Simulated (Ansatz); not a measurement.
Input of an Ansatz 0.2.0 run:

The input input.yaml:

```yaml
crystal:
  lattice:
    - [0.0, 2.77, 2.77]
    - [2.77, 0.0, 2.77]
    - [2.77, 2.77, 0.0]
  atoms:
    - { symbol: Te, position: [0.75, 0.75, 0.75] }
    - { symbol: Be, position: [0.0, 0.0, 0.0] }
hamiltonian:
  xc: rpbe
  pseudopotentials: { kind: paw }
kpoints:
  mp_grid: { grid: [8, 8, 8] }
  band_path:
    path:
      - [[0.0, 0.0, 0.0], [0.5, 0.0, 0.5], [0.5, 0.25, 0.75], [0.375, 0.375, 0.75], [0.0, 0.0, 0.0], [0.5, 0.5, 0.5], [0.625, 0.25, 0.625], [0.5, 0.25, 0.75], [0.5, 0.5, 0.5], [0.375, 0.375, 0.75]]
      - [[0.625, 0.25, 0.625], [0.5, 0.0, 0.5]]
    npoints: 14
scf:
  occupations: { method: fermi_dirac, width: 0.05 }
  n_extra_bands: 6
output:
  forces: true
  stress: true
  eigenvalues: true
  fatbands: false
```

Potentials or basis: Ansatz PAW.

Command:

```sh
$ ansatz run input.yaml --threads 2 --pin off --max-ram 5632MiB --backend cpu --events-out ev --progress --plain --runs-dir out
```

(1) Estimate the band gap on the k mesh.

(2) Predict the band gap along the path.

(3) Predict the pressure.

## Answers

(1) 1.95 eV, indirect (least direct gap 3.61 eV).

(2) 1.95 eV, indirect (least direct gap 3.61 eV).

(3) 6.0 GPa.

Caveat: spin-orbit coupling is left out, which moves the levels of the heavy elements; the PAW data sets come from PBE, with cores solved anew for the run's functional, which leaves a small shift of forces and pressure.
